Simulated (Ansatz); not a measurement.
**TaN: moving N off its site**

TaN, P-6m2, a = 2.938 Å, c = 2.883 Å (as given, not relaxed at this level: -0.2 GPa). This isn't the usual stable structure of the compound. Ansatz: r2SCAN, PAW, 500 eV, Γ-centred 18×18×16 mesh on 2 atoms, Gaussian smearing 0.15 eV; no spin polarisation.

```xyz
2
Lattice="2.9380 0.0000 0.0000 -1.4690 2.5444 0.0000 0.0000 0.0000 2.8830" Properties=species:S:1:pos:R:3 pbc="T T T"
Ta    0.0000    1.6963    1.4415
N     0.0000    0.0000    0.0000
```

Atom 2 (N) moves by x along the unit vector (0.577, 0.577, 0.577), with its periodic images; all else is held. y is the free energy of the cell over the start, F the force along the path summed over the moved atoms.

```tsv
x (Å)	y (meV)	F (eV/Å)
-0.1000	?	?
-0.0750	39.1	1.05
-0.0500	17.3	0.69
-0.0250	4.3	0.35
0.0000	0.0	0.00
0.0250	4.3	-0.34
0.0500	17.1	-0.68
0.0750	38.4	-1.02
0.0875	52.3	-1.19
0.1000	68.3	-1.37
```

Problem. Fit y = c2 x² + c3 x³ + c4 x⁴ to the energies of the other rows, give the force constant, and predict energy and force of the missing row.

Solution. Least squares on the rows shown. y = 6866 x² − 807.1 x³ + 4514 x⁴. The force constant is 2 c2 = 13.7 eV/Å² (for all images moving together, not for a lone atom). The force −dy/dx at the missing row is 1.42 eV/Å (computed 1.42). At x = -0.1000 the fit asked for gives 69.9 meV. The run gave 69.9 meV, the same to the digits shown.

Spin–orbit coupling is left out, which can shift energies with elements as heavy as these.